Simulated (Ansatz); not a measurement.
An element in the bcc structure gives these cold pressures by all-electron LAPW under PBE (Ansatz 0.2.0, scalar-relativistic, no spin polarisation).

```tsv
V (Å³/atom)	P (GPa)
20.38	-0.05
17.93	12.20
15.89	31.2
13.86	65.9
11.82	132.0
10.19	232.2
8.76	384.5
```

Task: Which element is it?

Result: Se. Its zero-pressure volume in this structure is near 20.4 Å³/atom; the volume and the steepness of P(V) together point to it, though neighbours can come close. Other candidates weren't computed, and some may come near.
